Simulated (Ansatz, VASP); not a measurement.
# Si (Si(110)) in two plane-wave programs, part 2 of 2

Wanted: the spread between two codes on one cell, functional and k mesh.

VASP 6.6.1 and Ansatz 0.2.0.

So far: Set-up; Ansatz: band structure, PBE.

## 3. VASP: band structure, PBE

Level of this step: PBE; plane waves and PAW (Si) (VASP).

The same cell, functional, mesh and smearing now go to VASP, with its own data sets and cutoff.

Lines of VASP's logs that name or quote its potential files are left out, and so is its time.

Contents of INCAR:

```
SYSTEM = Si
PREC = Normal
ENCUT = 320
EDIFF = 1E-06
NELM = 120
ISMEAR = 0
SIGMA = 0.03
LREAL = Auto
ALGO = Fast
GGA = PE
NBANDS = 54
LORBIT = 11
LWAVE = .FALSE.
LCHARG = .TRUE.
KPAR = 2
IDIPOL = 3
LDIPOL = .TRUE.
DIPOL = 0.5 0.5 0.5
LVHAR = .TRUE.
LVACPOTAV = .TRUE.
NEDOS = 1500
```

Contents of POSCAR:

```
Si
1.0
    3.9829552358      0.0000000000      0.0000000000
    0.0000000000      5.6327493128      0.0000000000
    0.0000000000      0.0000000000     31.2837958476
Si
18
Direct
    0.7500000000      0.3998191392      0.7346075461
    0.2500000000      0.6001808608      0.7346075461
    0.2500000000      0.8861938189      0.6818016418
    0.7500000000      0.1138061811      0.6818016418
    0.7500000000      0.3792470116      0.6222872559
    0.2500000000      0.6207529884      0.6222872559
    0.2500000000      0.8774862414      0.5610605798
    0.7500000000      0.1225137586      0.5610605798
    0.7500000000      0.3779440717      0.5000000000
    0.2500000000      0.6220559283      0.5000000000
    0.2500000000      0.8774862414      0.4389394202
    0.7500000000      0.1225137586      0.4389394202
    0.7500000000      0.3792470116      0.3777127441
    0.2500000000      0.6207529884      0.3777127441
    0.2500000000      0.8861938189      0.3181983582
    0.7500000000      0.1138061811      0.3181983582
    0.7500000000      0.3998191392      0.2653924539
    0.2500000000      0.6001808608      0.2653924539
```

Contents of KPOINTS:

```
Automatic mesh
0
Gamma
6 4 1
0 0 0
```

Contents of KPOINTS_OPT:

```
Line mode
14
Line-mode
Reciprocal
  0.00000000   0.00000000   0.00000000 GAMMA
  0.50000000   0.00000000   0.00000000 X

  0.50000000   0.00000000   0.00000000 X
  0.50000000   0.50000000   0.00000000 S

  0.50000000   0.50000000   0.00000000 S
  0.00000000   0.50000000   0.00000000 Y

  0.00000000   0.50000000   0.00000000 Y
  0.00000000   0.00000000   0.00000000 GAMMA

  0.00000000   0.00000000   0.00000000 GAMMA
  0.50000000   0.50000000   0.00000000 S
```

The projector-augmented-wave data sets are Si (PBE family, release 64).

Launch:

```bash
$ mpirun -np 4 vasp_std
```

Numbers of over 12 decimals in the logs are rounded to 6 here.

Log:

```text
[banner, memory and clock lines left out]
running    4 mpi-ranks, on    1 nodes
 distrk:  each k-point on    2 cores,    2 groups
 distr:  one band on    1 cores,    2 groups

 POSCAR found type information on POSCAR Si
 POSCAR found :  1 types and      18 ions
 LDA part: xc-table for (Slater+PW92), standard interpolation
 POSCAR, INCAR and KPOINTS ok, starting setup
 FFT: planning ... GRIDC
 FFT: planning ... GRID_SOFT
 FFT: planning ... GRID
 WAVECAR not read
 entering main loop
       N       E                     dE             d eps       ncg     rms          rms(c)
DAV:   1     0.219426550468E+03    0.21943E+03   -0.19116E+04  1296   0.694E+02
DAV:   2    -0.725079432261E+02   -0.29193E+03   -0.27959E+03  1740   0.151E+02
DAV:   3    -0.938991620664E+02   -0.21391E+02   -0.20976E+02  1594   0.399E+01
DAV:   4    -0.947238955026E+02   -0.82473E+00   -0.82095E+00  1920   0.900E+00
DAV:   5    -0.947532679484E+02   -0.29372E-01   -0.29357E-01  1866   0.162E+00    0.139E+01
RMM:   6    -0.934030443202E+02    0.13502E+01   -0.11190E+00  1375   0.224E+00    0.832E+00
RMM:   7    -0.928988450073E+02    0.50420E+00   -0.24247E+00  1545   0.347E+00    0.796E-01
RMM:   8    -0.928927554193E+02    0.60896E-02   -0.17931E-01  1532   0.147E+00    0.461E-01
RMM:   9    -0.928940735625E+02   -0.13181E-02   -0.50790E-02  1639   0.738E-01    0.269E-01
RMM:  10    -0.928967367115E+02   -0.26631E-02   -0.15117E-02  1777   0.364E-01    0.179E-01
RMM:  11    -0.928963669165E+02    0.36980E-03   -0.43538E-03  1512   0.207E-01    0.827E-02
RMM:  12    -0.928965507314E+02   -0.18381E-03   -0.16657E-03  1768   0.120E-01    0.660E-02
RMM:  13    -0.928967981447E+02   -0.24741E-03   -0.50383E-04  1669   0.628E-02    0.123E-02
RMM:  14    -0.928969837083E+02   -0.18556E-03   -0.27756E-04  1757   0.360E-02    0.220E-02
RMM:  15    -0.928971600133E+02   -0.17630E-03   -0.49037E-05  1636   0.202E-02    0.568E-03
RMM:  16    -0.928972371818E+02   -0.77169E-04   -0.31153E-05  1543   0.116E-02    0.824E-03
RMM:  17    -0.928972746786E+02   -0.37497E-04   -0.90832E-06  1422   0.742E-03    0.169E-03
RMM:  18    -0.928972827909E+02   -0.81123E-05   -0.29477E-06  1190   0.418E-03    0.235E-03
RMM:  19    -0.928972951755E+02   -0.12385E-04   -0.20194E-06  1116   0.282E-03    0.117E-03
RMM:  20    -0.928973036217E+02   -0.84463E-05   -0.33077E-07   885   0.173E-03    0.989E-04
RMM:  21    -0.928973168590E+02   -0.13237E-04   -0.55144E-07   845   0.145E-03    0.323E-04
RMM:  22    -0.928973195266E+02   -0.26676E-05   -0.12412E-07   578   0.103E-03    0.209E-04
RMM:  23    -0.928973207492E+02   -0.12226E-05   -0.70260E-08   494   0.890E-04    0.525E-05
RMM:  24    -0.928973208964E+02   -0.14719E-06   -0.22458E-08   399   0.812E-04
|                                                                             |
|           W    W    AA    RRRRR   N    N  II  N    N   GGGG   !!!           |
|           W    W   A  A   R    R  NN   N  II  NN   N  G    G  !!!           |
|           W    W  A    A  R    R  N N  N  II  N N  N  G       !!!           |
|           W WW W  AAAAAA  RRRRR   N  N N  II  N  N N  G  GGG   !            |
|           WW  WW  A    A  R   R   N   NN  II  N   NN  G    G                |
|           W    W  A    A  R    R  N    N  II  N    N   GGGG   !!!           |
|                                                                             |
|     Did not find any points to average over, which means that no vacuum     |
|     field-free region was found. Please increase the size of  your cell     |
|     in the dimension of the dipole correction to obtain accurate            |
|     workfunction values.                                                    |
|                                                                             |

   1 F= -.92897321E+02 E0= -.92896550E+02  d E =-.154094E-02
 Start KPOINTS_OPT (optional k-point list driver)
k-point batch [1-12\70]
       N       E                     dE             ncg
DAV:   1    -0.823416294676E+01   -0.67572E+04     1296
DAV:   2    -0.338691694706E+04   -0.33787E+04     1660
DAV:   3    -0.364735002596E+04   -0.26043E+03     1560
DAV:   4    -0.365714915614E+04   -0.97991E+01     1856
DAV:   5    -0.365747400117E+04   -0.32485E+00     1816
DAV:   6    -0.365748724393E+04   -0.13243E-01     1944
DAV:   7    -0.365748771699E+04   -0.47306E-03     1816
DAV:   8    -0.365748774826E+04   -0.31271E-04     1688
DAV:   9    -0.365748775026E+04   -0.19992E-05     1304
DAV:  10    -0.365748775039E+04   -0.13928E-06     1056
[...]
k-point batch [61-70\70]
       N       E                     dE             ncg
DAV:   1     0.924895135105E+02   -0.12027E+05     1080
DAV:   2    -0.269537416924E+04   -0.27879E+04     1460
DAV:   3    -0.289414653736E+04   -0.19877E+03     1298
DAV:   4    -0.290102537700E+04   -0.68788E+01     1592
DAV:   5    -0.290124156966E+04   -0.21619E+00     1536
DAV:   6    -0.290125053183E+04   -0.89622E-02     1616
DAV:   7    -0.290125098993E+04   -0.45810E-03     1552
DAV:   8    -0.290125101991E+04   -0.29984E-04     1392
DAV:   9    -0.290125102156E+04   -0.16504E-05     1104
DAV:  10    -0.290125102167E+04   -0.10437E-06      968
```

Parts of OUTCAR (step 3):

```text
ion  position               nearest neighbor table
   1  0.750  0.400  0.735-   2 2.29   2 2.29   4 2.31
   2  0.250  0.600  0.735-   1 2.29   1 2.29   3 2.31
   3  0.250  0.886  0.682-   2 2.31   4 2.37   4 2.37   6 2.39
   4  0.750  0.114  0.682-   1 2.31   3 2.37   3 2.37   5 2.39
   5  0.750  0.379  0.622-   4 2.39   8 2.40   6 2.41   6 2.41
   6  0.250  0.621  0.622-   3 2.39   7 2.40   5 2.41   5 2.41
   7  0.250  0.877  0.561-  10 2.39   6 2.40   8 2.42   8 2.42
   8  0.750  0.123  0.561-   9 2.39   5 2.40   7 2.42   7 2.42
   9  0.750  0.378  0.500-   8 2.39  12 2.39  10 2.42  10 2.42
  10  0.250  0.622  0.500-   7 2.39  11 2.39   9 2.42   9 2.42
  11  0.250  0.877  0.439-  10 2.39  14 2.40  12 2.42  12 2.42
  12  0.750  0.123  0.439-   9 2.39  13 2.40  11 2.42  11 2.42
  13  0.750  0.379  0.378-  16 2.39  12 2.40  14 2.41  14 2.41
  14  0.250  0.621  0.378-  15 2.39  11 2.40  13 2.41  13 2.41
  15  0.250  0.886  0.318-  18 2.31  16 2.37  16 2.37  14 2.39
  16  0.750  0.114  0.318-  17 2.31  15 2.37  15 2.37  13 2.39
  17  0.750  0.400  0.265-  18 2.29  18 2.29  16 2.31
  18  0.250  0.600  0.265-  17 2.29  17 2.29  15 2.31

  LATTYP: Found a simple orthorhombic cell.
 ALAT       =     3.9829552358
 B/A-ratio  =     1.4142135624
 C/A-ratio  =     7.8544181382

 Subroutine GETGRP returns: Found  8 space group operations
 (whereof  4 operations were pure point group operations)

The static configuration has the point symmetry C_2h.
 The point group associated with its full space group is D_2h.

 Found     12 irreducible k-points:

   k-points           NKPTS =     12   k-points in BZ     NKDIM =     12   number of bands    NBANDS=     54

   dimension x,y,z NGX =    18 NGY =   28 NGZ =  140
   dimension x,y,z NGXF=    36 NGYF=   56 NGZF=  280

   ENCUT  =  320.0 eV  23.52 Ry    4.85 a.u.   5.81  8.22 45.63*2*pi/ulx,y,z

   NELECT =      72.0000    total number of electrons

 k-points in reciprocal lattice and weights: Automatic mesh
   0.00000000  0.00000000  0.00000000       0.042
   0.16666667  0.00000000  0.00000000       0.083
   0.33333333  0.00000000  0.00000000       0.083
   0.50000000  0.00000000  0.00000000       0.042
   0.00000000  0.25000000  0.00000000       0.083
   0.16666667  0.25000000  0.00000000       0.167
   0.33333333  0.25000000  0.00000000       0.167
   0.50000000  0.25000000  0.00000000       0.083
   0.00000000  0.50000000  0.00000000       0.042
   0.16666667  0.50000000  0.00000000       0.083
   0.33333333  0.50000000  0.00000000       0.083
   0.50000000  0.50000000  0.00000000       0.042

 dipolmoment           0.000000      0.000000      0.000000 electrons x Angstroem

 average (electrostatic) potential at core
       1 -88.4363       2 -88.4363       3 -88.5831       4 -88.5831       5 -88.6688
       6 -88.6688       7 -88.7006       8 -88.7006       9 -88.6855      10 -88.6855
      11 -88.7006      12 -88.7006      13 -88.6688      14 -88.6688      15 -88.5831
      16 -88.5831      17 -88.4363      18 -88.4363

 E-fermi :   0.8024

 k-point     1 :       0.0000    0.0000    0.0000
  band No.  band energies     occupation
    ...
     32      -0.1685      2.00000
     33       0.0845      2.00000
     34       0.2778      2.00000
     35       0.7531      1.98004
     36       0.7721      1.84745
     37       1.1030      0.00000
     38       1.2266      0.00000
     39       1.6339      0.00000
     40       1.9076      0.00000
     41       2.1948      0.00000
    ...

 k-point     2 :       0.1667    0.0000    0.0000
  band No.  band energies     occupation
    ...
     32      -0.9018      2.00000
     33      -0.6308      2.00000
     34      -0.2368      2.00000
     35       0.2770      2.00000
     36       0.3522      2.00000
     37       1.8790      0.00000
     38       2.1992      0.00000
     39       2.2477      0.00000
     40       2.4048      0.00000
     41       2.7543      0.00000
    ...

 k-point     3 :       0.3333    0.0000    0.0000
  band No.  band energies     occupation
    ...
     32      -1.4163      2.00000
     33      -1.2628      2.00000
     34      -0.4787      2.00000
     35      -0.0096      2.00000
     36       0.1649      2.00000
     37       1.3896      0.00000
     38       1.4866      0.00000
     39       1.6269      0.00000
     40       1.7511      0.00000
     41       2.2328      0.00000
    ...

  Total      -11.1151836     -2.7205710     -0.9076839      0.0000000      0.0000000      0.0000000
  in kB      -25.3735907     -6.2104827     -2.0720486      0.0000000      0.0000000      0.0000000
  external PRESSURE =     -11.2187073 kB  Pullay stress =       0.0000000 kB

  energy-cutoff  :      320.00
  volume of cell :      701.85
      direct lattice vectors                 reciprocal lattice vectors
     3.982955236  0.000000000  0.000000000     0.251069857  0.000000000  0.000000000
     0.000000000  5.632749313  0.000000000     0.000000000  0.177533198  0.000000000
     0.000000000  0.000000000 31.283795848     0.000000000  0.000000000  0.031965430

 POSITION                                       TOTAL-FORCE (eV/Angst)
 -----------------------------------------------------------------------------------
      2.98722      2.25208     22.98131         0.000000      0.004773     -0.024771
      0.99574      3.38067     22.98131         0.000000     -0.004773     -0.024771
      0.99574      4.99171     21.32934         0.000000      0.009548      0.005629
      2.98722      0.64104     21.32934         0.000000     -0.009548      0.005629
      2.98722      2.13620     19.46751         0.000000      0.002835     -0.003680
      0.99574      3.49655     19.46751         0.000000     -0.002835     -0.003680
      0.99574      4.94266     17.55210        -0.000000      0.005278     -0.005261
      2.98722      0.69009     17.55210         0.000000     -0.005278     -0.005261
      2.98722      2.12886     15.64190         0.000000     -0.008738      0.000000
      0.99574      3.50389     15.64190         0.000000      0.008738     -0.000000
      0.99574      4.94266     13.73169         0.000000      0.005278      0.005261
      2.98722      0.69009     13.73169         0.000000     -0.005278      0.005261
      2.98722      2.13620     11.81629         0.000000      0.002835      0.003680
      0.99574      3.49655     11.81629         0.000000     -0.002835      0.003680
      0.99574      4.99171      9.95445        -0.000000      0.009548     -0.005629
      2.98722      0.64104      9.95445         0.000000     -0.009548     -0.005629
      2.98722      2.25208      8.30248        -0.000000      0.004773      0.024771
      0.99574      3.38067      8.30248         0.000000     -0.004773      0.024771
 -----------------------------------------------------------------------------------
    total drift:                               -0.000000     -0.000000     -0.000000

  FREE ENERGIE OF THE ION-ELECTRON SYSTEM (eV)
  ---------------------------------------------------
  free  energy   TOTEN  =       -92.8973208964 eV

  energy  without entropy=      -92.8957799559  energy(sigma->0) =      -92.89655043

 vacuum level on the upper side and lower side of the slab         5.574         5.574

 total charge
# of ion       s       p       d       tot
------------------------------------------
    1        0.774   0.896   0.000   1.670
    2        0.774   0.896   0.000   1.670
    3        0.761   0.911   0.000   1.672
    4        0.761   0.911   0.000   1.672
    5        0.758   0.892   0.000   1.650
    6        0.758   0.892   0.000   1.650
    7        0.755   0.892   0.000   1.647
    8        0.755   0.892   0.000   1.647
    9        0.753   0.897   0.000   1.650
   10        0.753   0.897   0.000   1.650
   11        0.755   0.892   0.000   1.647
   12        0.755   0.892   0.000   1.647
   13        0.758   0.892   0.000   1.650
   14        0.758   0.892   0.000   1.650
   15        0.761   0.911   0.000   1.672
   16        0.761   0.911   0.000   1.672
   17        0.774   0.896   0.000   1.670
   18        0.774   0.896   0.000   1.670
--------------------------------------------------
tot         13.698  16.155   0.000  29.852

[... 3 further parts left out ...]
```

## 4. Comparison

Known differences besides the potentials themselves: the cutoff is 420 eV in Ansatz and 320 eV in VASP (PREC = Normal, projectors in real space); VASP leaves aspherical gradient terms in its spheres out (LASPH is not set), Ansatz keeps them. Total energies have different zeros and are not compared.

Both answers:

```tsv
quantity	Ansatz	VASP	difference
work function, lower of the two faces (eV)	4.77	4.77	0.00
work function, higher of the two faces (eV)	4.77	4.77	0.00
```

At this near-relaxed geometry the largest component of a force difference is 16 meV/Å. Levels from 3 eV below to 2 eV above the Fermi level differ by 2 meV r.m.s. and 7 meV at most; each VASP level is matched to the nearest of Ansatz, which flatters the figure a little. VASP's log warns that it found no field-free region in the vacuum, so its work functions are uncertain.

## 5. Results

```json
{
 "r.m.s. difference of levels near the Fermi level (band structure, PBE)": "1.9 meV",
 "r.m.s. force difference (band structure, PBE)": "6.4 meV/Å"
}
```

The r.m.s. force difference is 6.4 meV/Å (band structure, PBE), within the 12 meV/Å picked in this series as the mark of a large difference. How closely two codes agree says nothing of how well the functional describes the real material.

[Lines on the potential files, build, host, timing and source positions are cut from VASP's logs without a mark.]

[Logs are printed without paths, hosts, clocks, repeated set-up lines and the standing remarks that a program may print on its own settings, such as how far it seeks lower states.]

[Hosts, paths, dates, database ids (printed as entryN), source tags and the programs' standing remarks are cut or masked in the printed files.]
